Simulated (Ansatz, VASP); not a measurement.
# One calculation of Ir, two programs

```xyz
1
Lattice="0.0000 1.9156 1.9156 1.9156 0.0000 1.9156 1.9156 1.9156 0.0000" Properties=species:S:1:pos:R:3 pbc="T T T"
Ir    0.0000    0.0000    0.0000
```

Alike in both runs: task relaxation of cell and atoms; functional PBE; dispersion D4; k mesh 12 × 12 × 12; no spin polarisation.

```csv
,VASP,Ansatz
version,VASP 6.6.1,Ansatz 0.2.0
potentials or method,"VASP PAW PBE potentials, release 64 (Ir)","plane waves, PAW"
plane-wave cutoff (eV),600,517
occupations,"methfessel-paxton of order 1, width 0.1 eV","cold, width 0.1 eV"
valence electrons in the cell,9,17
```

|  | VASP | Ansatz | Ansatz less VASP |
| --- | --- | --- | --- |
| relaxed volume (Å³/atom) | 14.14 | 14.11 | -0.027 |
| relaxed cell length with the largest relative difference (Å) | 2.714 | 2.713 | -0.0017 |

The two sets of potentials don't hold the same shells in valence.

Caveats: pairwise dispersion overbinds metals, which lowers pressure and volume. Zero-point motion and thermal expansion aren't in these numbers. The runs have no spin-orbit coupling, so splittings on Ir are missing.
